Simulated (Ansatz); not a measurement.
Al under changes of volume

One of the cells (16.116 Å³/atom); the others are scaled copies at fixed shape and fractional positions:

```
Al
1.0
    -1.59122    1.59122    1.59122
     1.59122   -1.59122    1.59122
     1.59122    1.59122   -1.59122
Al
1
Direct
  0.00000 0.00000 0.00000
```

This isn't the form of Al at room conditions, which is fcc.

```yaml
Program: Ansatz 0.2.0
Functional: PBEsol
Potentials_or_basis: all-electron LAPW, scalar-relativistic
Cutoff: 164 eV (chosen from the basis error)
Basis_error_allowed: 0.0005 eV/atom
k_mesh: 12 × 12 × 12
Occupations: fermi-dirac, width 0.05 eV
Spin: no spin polarisation
```

```tsv
volume (Å³/atom)	energy over the lowest point (meV/atom)	pressure (GPa)
15.149	32.97	8.0
15.471	?	?
15.793	9.29	4.0
16.116	2.99	2.3
16.438	0.00	0.7
16.760	0.03	-0.7
17.083	2.82	-2.0
```

Question: What does the run at 15.471 Å³/atom give?

Answer: Energy over the lowest point 19.15 meV/atom; pressure 5.9 GPa.

Worked out: A Birch-Murnaghan fit of order 3 (a polynomial in V^(-2/3)) to the other rows has its minimum at 16.60 Å³/atom with B0 = V·E''(V) = 74 GPa and B' = 3.5. It gives 19.17 meV/atom at 15.471 Å³/atom, against the run's 19.15, and -dE/dV = 5.9 GPa, against 5.9.

Energies are extrapolated to zero smearing.
